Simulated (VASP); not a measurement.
# Sc (Fm-3m) in VASP: a series of runs

The runs below take Sc through single point, with r2SCAN, PBE.

Program: VASP 6.6.1. These are calculated values, not measurements. Logs are shortened: lines on timing, memory, paths and dates and some standing lists are left out, and cuts for length are marked.

**1. The structure**

Symmetry: Fm-3m, No. 225, cubic system. The conventional cell has a = 4.649 Å, b = 4.649 Å, c = 4.649 Å, α = 90.00°, β = 90.00°, γ = 90.00°. Around Sc (site symmetry m-3m) lie 12 Sc at 3.29 Å.

The cell was built by a generator and needn't be a form met in nature.

**2. Single point, r2SCAN**

POSCAR reads:

```
Sc
1.0
    0.0000000000      2.3245787077      2.3245787077
    2.3245787077      0.0000000000      2.3245787077
    2.3245787077      2.3245787077      0.0000000000
Sc
1
Direct
    0.0000000000      0.0000000000      0.0000000000
```

INCAR.step1 reads:

```
PREC = Accurate ; ENCUT = 520
ISMEAR = 0 ; SIGMA = 0.05
LREAL = F ; LASPH = T
NELM = 100 ; NBANDS = 12
GGA = PE ; ALGO = Normal
EDIFF = 1E-4 ; LWAVE = T
LCHARG = F
```

INCAR.step2 reads:

```
PREC = Accurate ; ENCUT = 520
EDIFF = 1E-7 ; ISMEAR = 0
SIGMA = 0.05 ; LREAL = F
LASPH = T ; NELM = 100
ALGO = Normal ; ISIF = 2
LWAVE = F ; LCHARG = F
METAGGA = R2SCAN ; LMIXTAU = T
NBANDS = 12 ; ISTART = 1
```

KPOINTS reads:

```
Automatic mesh
0
Gamma
  16 16 16
```

Potentials or basis: VASP PAW PBE potentials, release 64 (Sc_sv).

Launch:

```sh
$ cat potpaw_PBE.64/Sc_sv/POTCAR > POTCAR
$ cp INCAR.step1 INCAR
$ mpirun -np 1 vasp_std > vasp.out
$ cp INCAR.step2 INCAR
$ mpirun -np 1 vasp_std > vasp.out
```

OUTCAR:

```text
PREC = Accurate
   ENCUT = 520
   EDIFF = 1E-7
   ISMEAR = 0
   LREAL = F
   LASPH = T
   NELM = 100
   ISIF = 2
   METAGGA = R2SCAN
   ISTART = 1

 ion  position               nearest neighbor table
   1  0.000  0.000  0.000-

  LATTYP: Found a face centered cubic cell.
 ALAT       =     4.6491574154

  Lattice vectors:

 A1 = (   0.0000000000,   2.3245787077,   2.3245787077)
 A2 = (   2.3245787077,   0.0000000000,   2.3245787077)
 A3 = (   2.3245787077,   2.3245787077,   0.0000000000)

Analysis of symmetry for initial positions (statically):
=====================================================================
 Subroutine PRICEL returns:
 Original cell was already a primitive cell.

 Routine SETGRP: Setting up the symmetry group for a
 face centered cubic supercell.

 Subroutine GETGRP returns: Found 48 space group operations
 (whereof 48 operations were pure point group operations)
 out of a pool of 48 trial point group operations.

The static configuration has the point symmetry O_h .

Analysis of symmetry for dynamics (positions and initial velocities):
=====================================================================
 Subroutine PRICEL returns:
 Original cell was already a primitive cell.

 Routine SETGRP: Setting up the symmetry group for a
 face centered cubic supercell.

 Subroutine GETGRP returns: Found 48 space group operations
 (whereof 48 operations were pure point group operations)
 out of a pool of 48 trial point group operations.

The dynamic configuration has the point symmetry O_h .

 Subroutine INISYM returns: Found 48 space group operations
 (whereof 48 operations are pure point group operations),
 and found     1 'primitive' translations

----------------------------------------------------------------------------------------

                                     Primitive cell

  volume of cell :      25.1225

  direct lattice vectors                    reciprocal lattice vectors
     0.000000000  2.324578708  2.324578708    -0.215092738  0.215092738  0.215092738
     2.324578708  0.000000000  2.324578708     0.215092738 -0.215092738  0.215092738
     2.324578708  2.324578708  0.000000000     0.215092738  0.215092738 -0.215092738

  length of vectors
     3.287450735  3.287450735  3.287450735     0.372551551  0.372551551  0.372551551

  position of ions in fractional coordinates (direct lattice)
     0.000000000  0.000000000  0.000000000

  ion indices of the primitive-cell ions
   primitive index   ion index
[... 81 lines left out ...]
   POTIM  = 0.5000    time-step for ionic-motion
   TEBEG  =    0.0;   TEEND  =   0.0 temperature during run
   PSTRESS=    0.0 pullay stress
   NELECT =      11.0000    total number of electrons
   NUPDOWN=      -1.0000    fix difference up-down
   EMIN   =  10.00;   EMAX   =-10.00  energy-range for DOS
   EFERMI =   0.00;   METHOD = LEGACY
   ISMEAR =     0;   SIGMA  =   0.05  broadening in eV -4-tet -1-fermi 0-gaus
   EFERMI_NEDOS =   21; number of points for ismear=-14 and -15
   IALGO  =     38    algorithm
   IMIX   =      4    mixing-type and parameters
     AMIX     =   0.40;   BMIX     =  1.00
     AMIX_MAG =   1.60;   BMIX_MAG =  1.00
  volume/ion in A,a.u.               =      25.12       169.53
  Fermi-wavevector in a.u.,A,eV,Ry     =   1.243135  2.349184 21.026219  1.545384
  Thomas-Fermi vector in A             =   2.377459
   LORBIT       =      0    0 simple, 1 ext, 2 COOP (PROOUT), +10 PAW based schemes
   METAGGA = R2SCAN    functional components
   LHFCALC =     F    Hartree Fock is set to
   AEXX    =    0.0000 exact exchange contribution
   IVDW    =     0    specifies the selected vdW correction
   LEPSILON=     F    determine dielectric tensor
   LRPA    =     F    only Hartree local field effects (RPA)
 non-spin polarized calculation
 Gauss-broadening in eV      SIGMA  =   0.05
  energy-cutoff  :      520.00
  volume of cell :       25.12
 maximum number of plane-waves:       692
   NGX = 13   NGY = 13   NGZ = 13

 number of electron      11.0000003 magnetization

 Free energy of the ion-electron system (eV)
  ---------------------------------------------------
  ext. energy  EPLUGINS =         0.00000000
  ---------------------------------------------------
  free energy    TOTEN  =       -11.29864991 eV

  energy without entropy =      -11.29608920  energy(sigma->0) =      -11.29736955

 E-fermi :   3.6623     XC(G=0): -10.5329

 val. band max:        3.6593901245   @ k =   0.4375   0.1875   0.0000
 cond. band min:       3.6695925822   @ k =  -0.4375   0.0625   0.0000
 fundamental gap:      0.0102024577
 Fermi energy:         3.6622844274

 k-point     1 :       0.0000    0.0000    0.0000
  band No.  band energies     occupation
      1     -47.9536      2.00000
      2     -25.3960      2.00000
      3     -25.3960      2.00000
      4     -25.3959      2.00000
      5      -1.8692      2.00000
      6       5.4306      0.00000
      7       5.4307      0.00000
      8       5.4307      0.00000
      9       6.8543      0.00000
     10       6.8543      0.00000
     11      16.5517      0.00000
     12      20.1724      0.00000
[... 331 lines left out ...]
 k-point    24 :      -0.0625    0.0625    0.0000
  band No.  band energies     occupation
      1     -47.9480      2.00000
      2     -25.4325      2.00000
      3     -25.4066      2.00000
      4     -25.3986      2.00000
      5      -1.5980      2.00000
      6       5.2219      0.00000
      7       5.5275      0.00000
      8       5.5280      0.00000
      9       6.7156      0.00000
     10       6.8584      0.00000
     11      16.7404      0.00000
     12      18.5173      0.00000

 [... further k-points ...]

------------------------ aborting loop because EDIFF is reached ----------------------------------------

  FORCE on cell =-STRESS in cart. coord.  units (eV):
  Direction    XX          YY          ZZ          XY          YZ          ZX
  --------------------------------------------------------------------------------------
  -------------------------------------------------------------------------------------
  Total        0.0262479      0.0262479      0.0262479      0.0000000      0.0000000     -0.0000000
  in kB        1.6739500      1.6739500      1.6739500      0.0000000      0.0000000     -0.0000000
  external PRESSURE =       1.6739500 kB  Pullay stress =       0.0000000 kB

 VOLUME and BASIS-vectors are now :
 -----------------------------------------------------------------------------
  energy-cutoff  :      520.00
  volume of cell :       25.12
      direct lattice vectors                 reciprocal lattice vectors
     0.000000000  2.324578708  2.324578708    -0.215092738  0.215092738  0.215092738
     2.324578708  0.000000000  2.324578708     0.215092738 -0.215092738  0.215092738
     2.324578708  2.324578708  0.000000000     0.215092738  0.215092738 -0.215092738

 POSITION                                       TOTAL-FORCE (eV/Angst)
 -----------------------------------------------------------------------------------
      0.00000      0.00000      0.00000        -0.000000      0.000000     -0.000000
 -----------------------------------------------------------------------------------
    total drift:                               -0.000000      0.000000      0.000000

  FREE ENERGIE OF THE ION-ELECTRON SYSTEM (eV)
  ---------------------------------------------------
  free  energy   TOTEN  =       -11.2986499083 eV

  energy  without entropy=      -11.2960892006  energy(sigma->0) =      -11.29736955
```

OUTCAR.step1:

```text
PREC = Accurate
   ENCUT = 520
   ISMEAR = 0
   LREAL = F
   LASPH = T
[... 576 lines left out ...]

 POSITION                                       TOTAL-FORCE (eV/Angst)
 -----------------------------------------------------------------------------------
      0.00000      0.00000      0.00000        -0.000000      0.000000      0.000000
 -----------------------------------------------------------------------------------
    total drift:                               -0.000000      0.000000     -0.000000

  FREE ENERGIE OF THE ION-ELECTRON SYSTEM (eV)
  ---------------------------------------------------
  free  energy   TOTEN  =        -6.2006195500 eV

  energy  without entropy=       -6.1975894281  energy(sigma->0) =       -6.19910449
```

OSZICAR.step1:

```text
N       E                     dE             d eps       ncg     rms          rms(c)
DAV:   1     0.733592023377E+02    0.73359E+02   -0.50857E+03  3488   0.893E+02
DAV:   2    -0.543661628488E+01   -0.78796E+02   -0.77303E+02  3480   0.281E+02
DAV:   3    -0.688854289053E+01   -0.14519E+01   -0.14157E+01  4636   0.498E+01
DAV:   4    -0.691321131983E+01   -0.24668E-01   -0.24629E-01  4332   0.521E+00
DAV:   5    -0.691363875427E+01   -0.42743E-03   -0.42742E-03  4652   0.655E-01    0.524E+00
DAV:   6    -0.628459876004E+01    0.62904E+00   -0.94934E-01  5244   0.139E+01    0.154E+00
DAV:   7    -0.620567279378E+01    0.78926E-01   -0.19133E-01  5492   0.595E+00    0.620E-01
DAV:   8    -0.620202964433E+01    0.36431E-02   -0.22441E-02  4816   0.218E+00    0.232E-01
DAV:   9    -0.620065606175E+01    0.13736E-02   -0.47010E-03  5188   0.953E-01    0.425E-02
DAV:  10    -0.620061955001E+01    0.36512E-04   -0.18967E-04  4864   0.174E-01
   1 F= -.62006196E+01 E0= -.61991045E+01  d E =-.303012E-02
```

Wall time 86 s (1 thread of Intel Xeon Platinum 8259CL at 2.50GHz (Skylake/Cascade Lake), shared host); peak memory 0.17 GiB.

Results:

```
Free energy            : -11.2986 eV
Pressure               : 0.2 GPa
Band gap on the k mesh : none (metal or under the smearing width)
```

Caveat: the PAW data sets were made with another functional, which shifts forces and pressure a little.

**3. Single point, PBE**

This run uses another cell than the first one, of 25.03 Å³/atom, 0.996 times its volume.

INCAR reads:

```
SYSTEM = Sc
PREC = Accurate
ENCUT = 520
EDIFF = 1E-7
ISMEAR = 0
SIGMA = 0.05
LREAL = .FALSE.
LASPH = .TRUE.
NELM = 100
ALGO = Fast
ISIF = 2
LWAVE = .FALSE.
LCHARG = .FALSE.
GGA = PE
NBANDS = 12
```

KPOINTS reads:

```
regular mesh
0
G
  8 8 8
  0 0 0
```

POSCAR reads:

```
Sc
1.0
    0.0000000000      2.3217440067      2.3217440067
    2.3217440067      0.0000000000      2.3217440067
    2.3217440067      2.3217440067      0.0000000000
Sc
1
Direct
    0.0000000000      0.0000000000      0.0000000000
```

Potentials or basis: VASP PAW PBE potentials, release 64 (Sc_sv).

Launch:

```sh
$ cat potpaw_PBE.64/Sc_sv/POTCAR > POTCAR
$ mpirun -np 1 vasp_std > vasp.out
```

OUTCAR:

```text
SYSTEM = Sc
   PREC = Accurate
   ENCUT = 520
   EDIFF = 1E-7
   ISMEAR = 0
   LREAL = .FALSE.
   LASPH = .TRUE.
   NELM = 100
   ISIF = 2
   GGA = PE

 ion  position               nearest neighbor table
   1  0.000  0.000  0.000-

  LATTYP: Found a face centered cubic cell.
 ALAT       =     4.6434880134

  Lattice vectors:

 A1 = (   0.0000000000,   2.3217440067,   2.3217440067)
 A2 = (   2.3217440067,   0.0000000000,   2.3217440067)
 A3 = (   2.3217440067,   2.3217440067,   0.0000000000)

Analysis of symmetry for initial positions (statically):
=====================================================================
 Subroutine PRICEL returns:
 Original cell was already a primitive cell.

 Routine SETGRP: Setting up the symmetry group for a
 face centered cubic supercell.

 Subroutine GETGRP returns: Found 48 space group operations
 (whereof 48 operations were pure point group operations)
 out of a pool of 48 trial point group operations.

The static configuration has the point symmetry O_h .

Analysis of symmetry for dynamics (positions and initial velocities):
=====================================================================
 Subroutine PRICEL returns:
 Original cell was already a primitive cell.

 Routine SETGRP: Setting up the symmetry group for a
 face centered cubic supercell.

 Subroutine GETGRP returns: Found 48 space group operations
 (whereof 48 operations were pure point group operations)
 out of a pool of 48 trial point group operations.

The dynamic configuration has the point symmetry O_h .

 Subroutine INISYM returns: Found 48 space group operations
 (whereof 48 operations are pure point group operations),
 and found     1 'primitive' translations

----------------------------------------------------------------------------------------

                                     Primitive cell

  volume of cell :      25.0307

[... 112 lines left out ...]
   LHFCALC =     F    Hartree Fock is set to
   AEXX    =    0.0000 exact exchange contribution
   IVDW    =     0    specifies the selected vdW correction
   LEPSILON=     F    determine dielectric tensor
   LRPA    =     F    only Hartree local field effects (RPA)
 non-spin polarized calculation
 RMM-DIIS sequential band-by-band and
 Gauss-broadening in eV      SIGMA  =   0.05
  energy-cutoff  :      520.00
  volume of cell :       25.03
 maximum number of plane-waves:       692
   NGX = 13   NGY = 13   NGZ = 13

 number of electron      11.0000002 magnetization

 Free energy of the ion-electron system (eV)
  ---------------------------------------------------
  ext. energy  EPLUGINS =         0.00000000
  ---------------------------------------------------
  free energy    TOTEN  =        -6.19725155 eV

  energy without entropy =       -6.19294552  energy(sigma->0) =       -6.19509854

 E-fermi :   3.6726     XC(G=0):  -9.8146

 val. band max:        3.6367118912   @ k =   0.3750   0.2500   0.0000
 cond. band min:       3.6968938171   @ k =  -0.2500   0.3750   0.1250
 fundamental gap:      0.0601819259
 Fermi energy:         3.6725748986

 k-point     1 :       0.0000    0.0000    0.0000
  band No.  band energies     occupation
      1     -45.8335      2.00000
      2     -24.2582      2.00000
      3     -24.2582      2.00000
      4     -24.2582      2.00000
      5      -1.5109      2.00000
      6       5.2053      0.00000
      7       5.2053      0.00000
      8       5.2053      0.00000
      9       6.5530      0.00000
     10       6.5530      0.00000
     11      16.0688      0.00000
     12      19.3973      0.00000
[... 331 lines left out ...]
 k-point    24 :      -0.3750    0.2500    0.1250
  band No.  band energies     occupation
      1     -45.7693      2.00000
      2     -24.5794      2.00000
      3     -24.4048      2.00000
      4     -24.3384      2.00000
      5       2.7529      2.00000
      6       3.3461      2.00000
      7       4.4600      0.00000
      8       5.7379      0.00000
      9       7.2868      0.00000
     10       8.5482      0.00000
     11      10.0472      0.00000
     12      14.5783      0.00000

 [... further k-points ...]

------------------------ aborting loop because EDIFF is reached ----------------------------------------

  FORCE on cell =-STRESS in cart. coord.  units (eV):
  Direction    XX          YY          ZZ          XY          YZ          ZX
  --------------------------------------------------------------------------------------
  -------------------------------------------------------------------------------------
  Total       -0.1082480     -0.1082480     -0.1082480     -0.0000000      0.0000000      0.0000000
  in kB       -6.9287927     -6.9287927     -6.9287927     -0.0000000      0.0000000      0.0000000
  external PRESSURE =      -6.9287927 kB  Pullay stress =       0.0000000 kB

 VOLUME and BASIS-vectors are now :
 -----------------------------------------------------------------------------
  energy-cutoff  :      520.00
  volume of cell :       25.03
      direct lattice vectors                 reciprocal lattice vectors
     0.000000000  2.321744007  2.321744007    -0.215355353  0.215355353  0.215355353
     2.321744007  0.000000000  2.321744007     0.215355353 -0.215355353  0.215355353
     2.321744007  2.321744007  0.000000000     0.215355353  0.215355353 -0.215355353

 POSITION                                       TOTAL-FORCE (eV/Angst)
 -----------------------------------------------------------------------------------
      0.00000      0.00000      0.00000        -0.000000     -0.000000     -0.000000
 -----------------------------------------------------------------------------------
    total drift:                                0.000000      0.000000     -0.000000

  FREE ENERGIE OF THE ION-ELECTRON SYSTEM (eV)
  ---------------------------------------------------
  free  energy   TOTEN  =        -6.1972515537 eV

  energy  without entropy=       -6.1929455201  energy(sigma->0) =       -6.19509854
```

It took 9 s on 1 thread of Intel Xeon Platinum 8259CL at 2.50GHz (Skylake/Cascade Lake), shared host; peak memory 0.14 GiB.

What came out:

```
Free energy            : -6.1973 eV
Pressure               : -0.7 GPa
Band gap on the k mesh : none (metal or under the smearing width)
```
